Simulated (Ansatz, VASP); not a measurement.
## One calculation of P, two programs

File INCAR:

```
PREC = Accurate
ENCUT = 520
EDIFF = 1E-6
ISMEAR = -1
SIGMA = 0.1
LREAL = False
LASPH = True
NELM = 60
ALGO = Normal
ISIF = 2
LWAVE = False
LCHARG = False
GGA = B5
ALDAX = 1.0
AGGAX = 1.0
AGGAC = 1.0
ALDAC = 0.0
NBANDS = 8
```

KPOINTS

```
Automatic mesh
0
Gamma
  15 15 15
```

The input POSCAR:

```
P
1.0
    0.0000000000      2.0316886480      2.0316886480
    2.0316886480      0.0000000000      2.0316886480
    2.0316886480      2.0316886480      0.0000000000
P
1
Direct
    0.0000000000      0.0000000000      0.0000000000
```

Input for Ansatz:

```yaml
crystal:
  lattice:
    - [0.0, 2.031688648, 2.031688648]
    - [2.031688648, 0.0, 2.031688648]
    - [2.031688648, 2.031688648, 0.0]
  atoms:
    - { symbol: P, position: [0.0, 0.0, 0.0] }
hamiltonian:
  xc: blyp
  pseudopotentials:
    kind: paw
    azcp:
      P: "pseudopotentials/P.paw.azcp"
basis:
  ecutwfc: 420
  fft_grid_basis: typed
kpoints:
  mp_grid: { grid: [15, 15, 15], shift: [0, 0, 0] }
magnetization:
  spin_polarized: false
scf:
  occupations: { method: fermi_dirac, width: 0.1 }
  lower_state_search: "off"
output:
  stress: true
  write_density: true
  write_potential: true
  elf: true
  volumetric_format: npy
```

Alike in both runs: task single point; functional BLYP; k mesh 15 × 15 × 15; occupations fermi-dirac, width 0.1 eV; no spin polarisation.

```csv
,VASP,Ansatz
version,VASP 6.6.1,Ansatz 0.2.0
potentials or method,"VASP PAW PBE potentials, release 64 (P)","plane waves (420 eV) with PAW, scalar-relativistic"
plane-wave cutoff (eV),520,420
valence electrons in the cell,5,5
```

```tsv
	VASP	Ansatz	Ansatz less VASP
pressure (GPa)	0.1	0.0	-0.15
```

Caveats: the PAW data sets were made with another functional, which shifts forces and pressure a little (VASP).
